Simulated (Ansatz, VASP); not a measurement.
Two plane-wave programs on HgSe (w03)

```
CELL_PARAMETERS angstrom
0.00000 3.13035 3.13035
3.13035 0.00000 3.13035
3.13035 3.13035 0.00000
ATOMIC_POSITIONS crystal
Hg 0.00000 0.00000 0.00000
Se 0.25000 0.25000 0.25000
```

Alike in both runs: functional PBE; k mesh 12 × 12 × 12; occupations gaussian, width 0.3 eV; no spin polarisation.

Ansatz relaxed the structure, and its values are those at the end. VASP's run is a single point on that final structure, the one shown.

|  | VASP | Ansatz |
| --- | --- | --- |
| version | VASP 6.6.1 | Ansatz 0.2.0 |
| potentials or method | VASP PAW PBE potentials, release 64 (Hg, Se) | scalar-relativistic, plane waves, PAW |
| plane-wave cutoff (eV) | 520 | 420 |
| valence electrons in the cell | 18 | 36 |

|  | VASP | Ansatz | Ansatz less VASP |
| --- | --- | --- | --- |
| gap on the k mesh at the Fermi level (eV) | none | none | - |
| pressure (GPa) | 0.2 | 0.0 | -0.18 |

A gap of «none» marks a metal or a gap that the smearing closes. The functional is the same, so the differences come from potentials, cutoffs and numerics. The two sets of potentials don't hold the same shells in valence.

Spin-orbit coupling is left out, which matters for the levels of Hg.
